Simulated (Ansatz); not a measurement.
Run on In (diamond type): DFT, PBE, PAW with Ansatz's default frozen-core files, scalar-relativistic (Ansatz 0.2.0). This run: diamond relaxed under pressure.

The start is a guessed cell of a prototype that needn't be stable.

Command: `ansatz run input.yaml --threads 1 --pin off --max-ram 3584MiB --backend cpu --events-out ev --progress --plain --runs-dir out` It took 11 s on 1 thread of Intel(R) Xeon(R) 6975P-C (Granite Rapids) (shared host), peak memory 0.42 GiB.

```yaml
crystal:
  lattice:
    - [0.0, 2.8121845836, 2.8121845836]
    - [2.8121845836, 0.0, 2.8121845836]
    - [2.8121845836, 2.8121845836, 0.0]
  atoms:
    - { symbol: In, position: [-0.125, -0.125, -0.125] }
    - { symbol: In, position: [0.125, 0.125, 0.125] }
kpoints:
  mp_grid: { grid: [12, 12, 12] }
scf:
  occupations: { method: fermi_dirac, width: 0.08 }
hamiltonian:
  xc: pbe
  pseudopotentials: { kind: paw }
output:
  forces: true
  stress: true
  eigenvalues: true
relax:
  f_tol: 0.005
  max_steps: 40
  cell: { p_target: 28.0, stress_tol: 0.03 }
```

Output:

```
Engine: ansatz 0.2.0
Pseudopotentials: kind: paw
Pseudopotential: In, paw, valence charge 13, recommended cutoff 420 eV (normal), In.paw.azcp
Functional definition: PBE
  parameter kappa = 0.804
  parameter beta = 0.06672455060314922
  exchange = pbe_x(kappa = kappa, mu = beta*pi^2/3)
  correlation = pbe_c(beta = beta)
Crystal: 2 atoms, lattice volume = 44.480 Å³
Basis set: ecut = 420 eV, 893 PW (Γ), exchange–correlation on 54×54×54 points (8 copies of the dense FFT grid, shifted against one another)
Bands: 17, of which v1, the nominal top of the filled ones, is band 13 counted from 1 (12 counted from 0)
Symmetry: 48 space group operations
Space group: Fd-3m (ITA 227), of the structure as read, at distance tolerance 3.5e-5 Å
k-points: 72 of 1728
Non-local potential: In, projectors of the file, l = 0: 2, l = 1: 2, l = 2: 2, l = 3: 2
PAW form: soft (Blöchl's): semilocal exchange-correlation on the pseudo side does not see the compensation charge
PAW one-centre angular grid: In, 590 points (default); XC on 64 Gauss nodes
Initial density: superposition of atomic densities (neutral atoms: chi_scale 0, normalization atom), corrected by the library's trained network
Initial wavefunctions: pseudopotential atomic-orbital guess
Functional: x = pbe(κ = 0.804, μ = 0.2195149727645171), c = pbe(β = 0.06672455060314922)
SCF iter   1: F=—  HF=-11192.296000 eV  |F-HF|=—  |Δ(HF+E_count)|=         —  Δρ=2.12e-3  dr2=1.01e-3  ethr=1.77e-3  ⟨swp⟩=5.9  Hψ=6123  notcnv=0
preconditioner: auto → Kerker (q_TF=auto, 2.495 Å⁻¹)  [metal: Δε(μ)=0.016 eV  Ē_g=18.016 eV  σ=0.080 eV  W_gap=0.05  n_scr=14 (ndim 8)  ℏωp=28.4 eV  f_vac=0.000  D(μ)=1.24/eV (n_scr^D=14)]
SCF iter   2: F=—  HF=-11192.296108 eV  |F-HF|=—  |Δ(HF+E_count)|=   1.07e-4  Δρ=9.82e-4  dr2=2.03e-4  ethr=3.87e-6  ⟨swp⟩=2.1  Hψ=2650  notcnv=0
SCF iter   3: F=—  HF=-11192.296101 eV  |F-HF|=—  |Δ(HF+E_count)|=   6.58e-6  Δρ=1.85e-4  dr2=8.57e-6  ethr=7.79e-7  ⟨swp⟩=3.0  Hψ=2149  notcnv=0
SCF iter   4: F=—  HF=-11192.296108 eV  |F-HF|=—  |Δ(HF+E_count)|=   6.71e-6  Δρ=4.36e-5  dr2=6.41e-7  ethr=3.30e-8  ⟨swp⟩=3.0  Hψ=2149  notcnv=0
iter 5 did not close the SCF: its close was put off for the readings that it lacked (scf_convergence_deferred on its scf_iter line)
SCF iter   5: F=-11192.296109 eV  HF=-11192.296109 eV  |F-HF|=5.97e-8  |Δ(HF+E_count)|=   7.33e-7  Δρ=1.07e-5  dr2=7.52e-8  ethr=2.47e-9  ⟨swp⟩=2.2  Hψ=1566  notcnv=0
SCF iter   6: F=-11192.296109 eV  HF=-11192.296109 eV  |F-HF|=6.98e-10  |Δ(HF+E_count)|=   7.41e-8  Δρ=3.09e-6  dr2=6.11e-9  ethr=2.89e-10  ⟨swp⟩=2.5  Hψ=3998  notcnv=0
SCF 1 converged in 6 iterations: F = -11192.296109 eV  dr2 = 6.11e-9
  greatest PAW one-centre occupation: 0.980 electrons in one spin orbital (limit 2), on the In atom at site 1 (counted from 0), in its partial waves of l = 2
relax step   1: F+E_penalty+E_count = -11192.29610880 eV  Δ(F+E_penalty+E_count) = +0.000e0 eV  max|allowed force component| = 1.388e-17 eV/Å  Δτ_max = 0.0000 Å  P = +46.979 GPa  Ω = 44.480 Å³  (6 SCF iters, dr2 threshold 1.00e-7 eV, accepted)
Crystal: 2 atoms, lattice volume = 51.307 Å³
Basis set: ecut = 420 eV, 965 PW (Γ), exchange–correlation on 54×54×54 points (8 copies of the dense FFT grid, shifted against one another)
Initial density: handed on by an earlier stage of this run
Initial wavefunctions: those handed on with the density
iter 1 solved again at ethr=4.95e-5 eV; its pass at ethr=3.10e-3 eV (dr2=1.29e-2 eV) is discarded
SCF iter   1: F=—  HF=-11193.760204 eV  |F-HF|=—  |Δ(HF+E_count)|=         —  Δρ=5.05e-3  dr2=1.28e-2  ethr=4.95e-5  ⟨swp⟩=1.0  Hψ=8811  notcnv=0
preconditioner: auto → Kerker (q_TF=auto, 2.436 Å⁻¹)  [metal: Δε(μ)=0.060 eV  Ē_g=17.220 eV  σ=0.080 eV  W_gap=0.18  n_scr=14 (ndim 8)  ℏωp=26.4 eV  f_vac=0.007  D(μ)=1.23/eV (n_scr^D=8)]
SCF iter   2: F=—  HF=-11193.758444 eV  |F-HF|=—  |Δ(HF+E_count)|=   1.76e-3  Δρ=2.87e-3  dr2=3.78e-3  ethr=4.91e-5  ⟨swp⟩=2.0  Hψ=2150  notcnv=0
SCF iter   3: F=—  HF=-11193.758291 eV  |F-HF|=—  |Δ(HF+E_count)|=   1.52e-4  Δρ=6.02e-4  dr2=1.35e-4  ethr=1.46e-5  ⟨swp⟩=3.0  Hψ=2160  notcnv=0
SCF iter   4: F=—  HF=-11193.758376 eV  |F-HF|=—  |Δ(HF+E_count)|=   8.52e-5  Δρ=1.06e-4  dr2=3.70e-6  ethr=5.17e-7  ⟨swp⟩=3.0  Hψ=2164  notcnv=0
SCF iter   5: F=—  HF=-11193.758384 eV  |F-HF|=—  |Δ(HF+E_count)|=   8.09e-6  Δρ=2.40e-5  dr2=2.87e-7  ethr=1.42e-8  ⟨swp⟩=3.0  Hψ=2212  notcnv=0
SCF iter   6: F=-11193.758385 eV  HF=-11193.758385 eV  |F-HF|=1.27e-9  |Δ(HF+E_count)|=   5.81e-7  Δρ=5.71e-6  dr2=3.30e-8  ethr=7.69e-10  ⟨swp⟩=5.4  Hψ=5005  notcnv=0
SCF 2 converged in 6 iterations: F = -11193.758385 eV  dr2 = 3.30e-8
relax step   2: F+E_penalty+E_count = -11193.75838505 eV  Δ(F+E_penalty+E_count) = -1.462e0 eV  max|allowed force component| = 1.388e-16 eV/Å  Δτ_max = 0.0000 Å  P = +24.250 GPa  Ω = 51.307 Å³  energy of the carried Pulay correction = -2.835e-3 eV  (6 SCF iters, dr2 threshold 2.00e-7 eV, accepted)
Crystal: 2 atoms, lattice volume = 50.040 Å³
Basis set: ecut = 420 eV, 941 PW (Γ), exchange–correlation on 54×54×54 points (8 copies of the dense FFT grid, shifted against one another)
iter 1 solved again at ethr=9.02e-7 eV; its pass at ethr=3.10e-3 eV (dr2=2.34e-4 eV) is discarded
SCF iter   1: F=—  HF=-11193.554851 eV  |F-HF|=—  |Δ(HF+E_count)|=         —  Δρ=8.14e-4  dr2=3.07e-4  ethr=9.02e-7  ⟨swp⟩=2.7  Hψ=8250  notcnv=0
preconditioner: auto → Kerker (q_TF=auto, 2.446 Å⁻¹)  [metal: Δε(μ)=0.072 eV  Ē_g=17.248 eV  σ=0.080 eV  W_gap=0.21  n_scr=14 (ndim 8)  ℏωp=26.8 eV  f_vac=0.000  D(μ)=1.21/eV (n_scr^D=8)]
SCF iter   2: F=—  HF=-11193.554808 eV  |F-HF|=—  |Δ(HF+E_count)|=   4.24e-5  Δρ=4.60e-4  dr2=8.80e-5  ethr=9.02e-7  ⟨swp⟩=2.0  Hψ=2152  notcnv=0
SCF iter   3: F=—  HF=-11193.554803 eV  |F-HF|=—  |Δ(HF+E_count)|=   5.28e-6  Δρ=9.65e-5  dr2=3.15e-6  ethr=3.38e-7  ⟨swp⟩=3.0  Hψ=2161  notcnv=0
SCF iter   4: F=-11193.554805 eV  HF=-11193.554805 eV  |F-HF|=1.89e-7  |Δ(HF+E_count)|=   2.14e-6  Δρ=1.73e-5  dr2=1.21e-7  ethr=7.69e-10  ⟨swp⟩=4.0  Hψ=5994  notcnv=0
SCF 3 converged in 4 iterations: F = -11193.554805 eV  dr2 = 1.21e-7
[... lines left out ...]
iter 1 solved again at ethr=3.09e-8 eV; its pass at ethr=3.10e-3 eV (dr2=8.02e-6 eV) is discarded
SCF iter   1: F=—  HF=-11193.518697 eV  |F-HF|=—  |Δ(HF+E_count)|=         —  Δρ=1.30e-6  dr2=4.48e-10  ethr=3.09e-8  ⟨swp⟩=3.5  Hψ=9987  notcnv=0
eigensolver tolerance schedule: the retry pair's looser diagonalisation over-reported the residual by 17896.15 of it (diagonalisation noise at 0.22 of the residual, at the tolerance the schedule requests for it); recorded, not acted on — ethr = c·dr2/N_el stays at c = 1.0e-1
SCF iter   2: F=—  HF=-11193.518696 eV  |F-HF|=—  |Δ(HF+E_count)|=   5.67e-7  Δρ=8.33e-7  dr2=2.07e-10  ethr=1.72e-12  ⟨swp⟩=3.1  Hψ=2443  notcnv=0
SCF iter   3: F=—  HF=-11193.518696 eV  |F-HF|=—  |Δ(HF+E_count)|=  1.40e-10  Δρ=1.38e-7  dr2=7.46e-12  ethr=1.00e-12  ⟨swp⟩=2.0  Hψ=1442  notcnv=0
SCF iter   4: F=-11193.518696 eV  HF=-11193.518696 eV  |F-HF|=5.46e-12  |Δ(HF+E_count)|=  1.82e-12  Δρ=6.23e-8  dr2=2.05e-12  ethr=1.00e-12  ⟨swp⟩=5.8  Hψ=5386  notcnv=0
SCF 7 converged in 4 iterations: F = -11193.518696 eV  dr2 = 2.05e-12
relax step   7: F+E_penalty+E_count = -11193.51869630 eV  Δ(F+E_penalty+E_count) = +4.256e-6 eV  max|allowed force component| = 5.551e-17 eV/Å  Δτ_max = 0.0000 Å  P = +28.000 GPa  Ω = 49.820 Å³  stress off target by 2.98e-4 GPa  SCF on the basis re-selected at this cell (its energy is not comparable with the rows above)  (4 SCF iters)
basis re-selected at this cell: Δ(F+E_penalty+E_count) = +4.256e-6 eV, ΔP = +0.000 GPa vs the last step (what re-selecting the basis moved, of the pressure what is left beyond the Pulay correction that the steps carried, after the strain that the cell walked since its last selection, with what the two solves' SCF thresholds leave and, on support functions, any second-order correction that the steps lacked; it is no measure of the basis error at this ecutwfc). This SCF's stress stands 2.98e-4 GPa from its target on what of the cell is left free (relax.cell.stress_tol is 3.00e-2 GPa) and its largest allowed force component is 5.55e-17 eV/Å (relax.f_tol is 5.00e-3 eV/Å): within both
SCF converged after 4 iterations
Free energy (F): -11193.518696 eV
Harris-Foulkes:  -11193.518696 eV  (|F-HF|=5.46e-12)
Internal energy: -11193.493656 eV  (E = F + TS)
E sigma→0 (E₀):  -11193.506176 eV
Entropy (-TS):   -0.025041 eV (-12.520 meV/atom)
Fermi energy:    10.438367 eV
--- Per-component energies (eV) ---
  E_band       = -49.298705
  E_kinetic    = 493.080075
  E_local      = -2396.930673  (includes V_loc(G=0)·N_el)
  E_nonlocal   = 731.788665
  E_hartree    = 963.626289
  E_xc         = -435.787844
  E_vxc        = -205.253790  (∫ρ·V_xc dr)
  E_paw        = -8304.973304  (= ΣΔE_a)
  E_vpaw       = -599.235563  (= ΣTr[D̂ρ^β])
  E_aug_tail   = 0.000050  (compensation charges beyond the density's cutoff)
  E_ewald      = -2244.296914
  E_smearing   = -0.025041  (= −TS)
  E_closure    = 0.000000  (closes the sum)
  Σ components = -11193.518696   (vs F -11193.518696, Δ=0.00e0)
--- Forces (eV/Å), atoms counted from 1 ---
  atom   1  In    -0.00000000    -0.00000000    -0.00000000
  atom   2  In     0.00000000     0.00000000    -0.00000000
  max |Σ_I F_I| component: 5.55e-17 eV/Å
--- Stress (GPa, compression-positive) ---
       28.000298      -0.000000      -0.000000
       -0.000000      28.000298       0.000000
       -0.000000       0.000000      28.000298
  P = ⅓ Tr σ = 28.0003 GPa (280.003 kbar)
--- Band table (eV; the first three rows and the last of 72) ---
  k-point 0: bands = ["-5.0233", "-5.0233", "-5.0233", "-4.9095", "-4.9095", "-3.9154", "-3.9154", "-3.9154", "-3.6988", "-3.6988", "0.3239", "14.1623", "14.1623", "14.1623", "15.5834", "15.5834", "15.5834"]
  k-point 1: bands = ["-5.0499", "-5.0499", "-5.0200", "-4.8736", "-4.8736", "-3.9285", "-3.9285", "-3.9261", "-3.6897", "-3.6897", "0.4249", "12.7933", "13.8163", "13.8163", "15.6528", "15.9661", "15.9661"]
  k-point 2: bands = ["-5.0876", "-5.0876", "-5.0112", "-4.8124", "-4.8124", "-3.9559", "-3.9559", "-3.9554", "-3.6714", "-3.6714", "0.7273", "10.8705", "13.2392", "13.2392", "15.3703", "16.5597", "16.5597"]
  k-point 71: bands = ["-5.2400", "-5.2400", "-4.6553", "-4.6553", "-4.3743", "-4.3743", "-4.2010", "-4.2010", "-3.5016", "-3.5016", "5.2374", "5.2374", "8.4708", "8.4708", "17.2101", "17.2101", "17.9095"]
--- Relaxed structure (5 steps of the walk, 5 accepted, 2 SCFs on fresh bases) ---
  F+E_penalty+E_count = -11193.51869630 eV   max|allowed force component| = 5.551e-17 eV/Å   (the final SCF, on the basis selected at the relaxed cell)
  cell:  # Å, volume = 49.8203 Å³
    - [-3.3060207940778434e-33, 2.920511295214144, 2.920511295214144]
    - [2.920511295214144, -1.9812238419314704e-33, 2.920511295214144]
    - [2.920511295214144, 2.920511295214144, 1.5286116098686774e-34]
  atoms:
    - { symbol: In, position: [-0.125, -0.125, -0.125] }
    - { symbol: In, position: [0.125, 0.125, 0.125] }
```

Next run (omega relaxed under pressure), as changes to the input before:

```diff
   lattice:
-    - [0.0, 2.8121845836, 2.8121845836]
-    - [2.8121845836, 0.0, 2.8121845836]
-    - [2.8121845836, 2.8121845836, 0.0]
+    - [4.8050385426, 0.0, 0.0]
+    - [-2.4025192713, 4.161285444, 0.0]
+    - [0.0, 0.0, 2.9791238964]
   atoms:
-    - { symbol: In, position: [-0.125, -0.125, -0.125] }
-    - { symbol: In, position: [0.125, 0.125, 0.125] }
+    - { symbol: In, position: [0.0, 0.0, 0.0] }
+    - { symbol: In, position: [0.3333333333, 0.6666666667, 0.5] }
+    - { symbol: In, position: [0.6666666667, 0.3333333333, 0.5] }
 kpoints:
-  mp_grid: { grid: [12, 12, 12] }
+  mp_grid: { grid: [8, 8, 11] }
 scf:
```

Results part of the output:

```
basis re-selected at this cell: Δ(F+E_penalty+E_count) = -5.956e-5 eV, ΔP = -0.001 GPa vs the last step (what re-selecting the basis moved, of the pressure what is left beyond the Pulay correction that the steps carried, after the strain that the cell walked since its last selection, with what the two solves' SCF thresholds leave and, on support functions, any second-order correction that the steps lacked; it is no measure of the basis error at this ecutwfc). This SCF's stress stands 8.23e-3 GPa from its target on what of the cell is left free (relax.cell.stress_tol is 3.00e-2 GPa) and its largest allowed force component is 8.17e-17 eV/Å (relax.f_tol is 5.00e-3 eV/Å): within both
SCF converged after 6 iterations
Free energy (F): -16791.979688 eV
Harris-Foulkes:  -16791.979688 eV  (|F-HF|=0.00e0)
Internal energy: -16791.949399 eV  (E = F + TS)
E sigma→0 (E₀):  -16791.964544 eV
Entropy (-TS):   -0.030289 eV (-10.096 meV/atom)
Fermi energy:    14.788442 eV
--- Per-component energies (eV) ---
  E_band       = 84.921561
  E_kinetic    = 737.870397
  E_local      = -2717.888257  (includes V_loc(G=0)·N_el)
  E_nonlocal   = 1099.188150
  E_hartree    = 1086.343425
  E_xc         = -654.187060
  E_vxc        = -308.490920  (∫ρ·V_xc dr)
  E_paw        = -12457.515135  (= ΣΔE_a)
  E_vpaw       = -898.444698  (= ΣTr[D̂ρ^β])
  E_aug_tail   = 0.000077  (compensation charges beyond the density's cutoff)
  E_ewald      = -3885.760997
  E_smearing   = -0.030289  (= −TS)
  E_closure    = 0.000000  (closes the sum)
  Σ components = -16791.979688   (vs F -16791.979688, Δ=0.00e0)
--- Forces (eV/Å), atoms counted from 1 ---
  atom   1  In    -0.00000000     0.00000000     0.00000000
  atom   2  In    -0.00000000    -0.00000000     0.00000000
  atom   3  In     0.00000000     0.00000000    -0.00000000
  max |Σ_I F_I| component: 4.63e-18 eV/Å
--- Stress (GPa, compression-positive) ---
       27.991767       0.000000       0.000000
        0.000000      27.991767       0.000000
        0.000000       0.000000      28.004577
  P = ⅓ Tr σ = 27.9960 GPa (279.960 kbar)
--- Band table (eV; the first three rows and the last of 60) ---
  k-point 0: bands = ["-0.9542", "-0.5424", "-0.4785", "-0.4181", "-0.4181", "-0.2021", "-0.2021", "-0.1887", "-0.1887", "-0.1271", "-0.1271", "-0.0888", "-0.0888", "0.2652", "0.2652", "2.9844", "12.2544", "12.4747", "13.0514", "13.0514", "13.1036", "13.1036", "20.7950", "25.1546"]
  k-point 1: bands = ["-0.8947", "-0.4826", "-0.4145", "-0.4145", "-0.4075", "-0.2898", "-0.2898", "-0.2600", "-0.2600", "-0.0649", "-0.0649", "-0.0537", "-0.0537", "0.2482", "0.2482", "3.1469", "12.3680", "12.5948", "13.2128", "13.2128", "13.2869", "13.2869", "19.1526", "26.9779"]
  k-point 2: bands = ["-0.7357", "-0.4437", "-0.4437", "-0.3949", "-0.3949", "-0.3709", "-0.3709", "-0.3241", "-0.2141", "-0.0554", "-0.0554", "0.0176", "0.0176", "0.2149", "0.2149", "3.6444", "12.7126", "12.9649", "13.6793", "13.6793", "13.8240", "13.8240", "16.5208", "25.1693"]
  k-point 59: bands = ["-0.7222", "-0.7154", "-0.4935", "-0.4891", "-0.4584", "-0.4213", "-0.3580", "-0.3137", "-0.1489", "-0.0930", "0.0122", "0.2757", "0.2868", "0.3625", "0.3690", "9.9585", "10.1392", "11.2482", "12.0668", "12.1191", "13.2305", "18.1313", "19.4358", "20.4941"]
--- Relaxed structure (5 steps of the walk, 4 accepted, 1 SCFs on fresh bases) ---
  F+E_penalty+E_count = -16791.97968817 eV   max|allowed force component| = 8.172e-17 eV/Å   (the final SCF, on the basis selected at the relaxed cell)
  cell:  # Å, volume = 59.6460 Å³
    - [4.858117190352514, 1.2637614589334566e-33, -5.578322064823463e-34]
    - [-2.429058595176257, 4.207252901407159, -1.0891458064589e-33]
    - [-3.887053799870182e-34, -9.794151306759514e-34, 2.918199016609172]
  atoms:
    - { symbol: In, position: [-2.6514953311936387e-35, -2.1855432183537933e-35, 4.48941164174173e-36] }
    - { symbol: In, position: [0.3333333333333333, 0.6666666666666666, 0.49999999999999994] }
    - { symbol: In, position: [0.6666666666666666, 0.3333333333333333, 0.49999999999999994] }
```

Next run (simple hexagonal relaxed under pressure), as changes to the input before:

```diff
   lattice:
-    - [4.8050385426, 0.0, 0.0]
-    - [-2.4025192713, 4.161285444, 0.0]
-    - [0.0, 0.0, 2.9791238964]
+    - [2.9194810342, 0.0, 0.0]
+    - [-1.4597405171, 2.5283447415, 0.0]
+    - [0.0, 0.0, 2.7443121722]
   atoms:
-    - { symbol: In, position: [0.3333333333, 0.6666666667, 0.5] }
-    - { symbol: In, position: [0.6666666667, 0.3333333333, 0.5] }
 kpoints:
-  mp_grid: { grid: [8, 8, 11] }
+  mp_grid: { grid: [15, 15, 14] }
 scf:
```

Results part of the output:

```
basis re-selected at this cell: Δ(F+E_penalty+E_count) = +3.811e-5 eV, ΔP = +0.000 GPa vs the last step (what re-selecting the basis moved, of the pressure what is left beyond the Pulay correction that the steps carried, after the strain that the cell walked since its last selection, with what the two solves' SCF thresholds leave and, on support functions, any second-order correction that the steps lacked; it is no measure of the basis error at this ecutwfc). This SCF's stress stands 3.18e-3 GPa from its target on what of the cell is left free (relax.cell.stress_tol is 3.00e-2 GPa) and its largest allowed force component is 0.00e0 eV/Å (relax.f_tol is 5.00e-3 eV/Å): within both
SCF converged after 5 iterations
Free energy (F): -5597.299913 eV
Harris-Foulkes:  -5597.299913 eV  (|F-HF|=9.09e-13)
Internal energy: -5597.291147 eV  (E = F + TS)
E sigma→0 (E₀):  -5597.295530 eV
Entropy (-TS):   -0.008765 eV (-8.765 meV/atom)
Fermi energy:    14.308501 eV
--- Per-component energies (eV) ---
  E_band       = 23.366500
  E_kinetic    = 246.409035
  E_local      = -933.945640  (includes V_loc(G=0)·N_el)
  E_nonlocal   = 366.250076
  E_hartree    = 373.830521
  E_xc         = -217.974421
  E_vxc        = -102.784116  (∫ρ·V_xc dr)
  E_paw        = -4152.916302  (= ΣΔE_a)
  E_vpaw       = -300.223948  (= ΣTr[D̂ρ^β])
  E_aug_tail   = 0.000026  (compensation charges beyond the density's cutoff)
  E_ewald      = -1278.944444
  E_smearing   = -0.008765  (= −TS)
  E_closure    = 0.000000  (closes the sum)
  Σ components = -5597.299913   (vs F -5597.299913, Δ=0.00e0)
--- Forces (eV/Å), atoms counted from 1 ---
  atom   1  In    -0.00000000     0.00000000     0.00000000
  max |Σ_I F_I| component: 1.64e-32 eV/Å
--- Stress (GPa, compression-positive) ---
       28.003180      -0.000000       0.000000
       -0.000000      28.003180      -0.000000
        0.000000      -0.000000      27.999151
  P = ⅓ Tr σ = 28.0018 GPa (280.018 kbar)
--- Band table (eV; the first three rows and the last of 216) ---
  k-point 0: bands = ["-1.5481", "-0.8371", "-0.8371", "-0.0805", "-0.0805", "2.7693", "22.7858", "26.5808", "26.5808", "26.6351", "27.0465"]
  k-point 1: bands = ["-1.5028", "-0.8334", "-0.8334", "-0.1017", "-0.1017", "2.8812", "21.4722", "26.7203", "26.7489", "26.7489", "28.3951"]
  k-point 2: bands = ["-1.3783", "-0.8230", "-0.8230", "-0.1607", "-0.1607", "3.2221", "19.1946", "26.9724", "27.2435", "27.2435", "30.4700"]
  k-point 215: bands = ["-0.9686", "-0.9686", "-0.5102", "-0.5102", "0.1996", "15.4390", "16.2316", "16.2316", "17.2969", "20.2117", "20.2117"]
--- Relaxed structure (4 steps of the walk, 3 accepted, 1 SCFs on fresh bases) ---
  F+E_penalty+E_count = -5597.29991258 eV   max|allowed force component| = 0.000e0 eV/Å   (the final SCF, on the basis selected at the relaxed cell)
  cell:  # Å, volume = 20.1491 Å³
    - [2.9035975862881127, 1.320082167936919e-32, -1.1000684732807659e-33]
    - [-1.4517987931440564, 2.5145892720926843, 6.6412029557036905e-21]
    - [-1.0340643649002552e-33, 7.208484590844246e-21, 2.759632182788265]
  atoms:
    - { symbol: In, position: [0.0, 0.0, 0.0] }
```
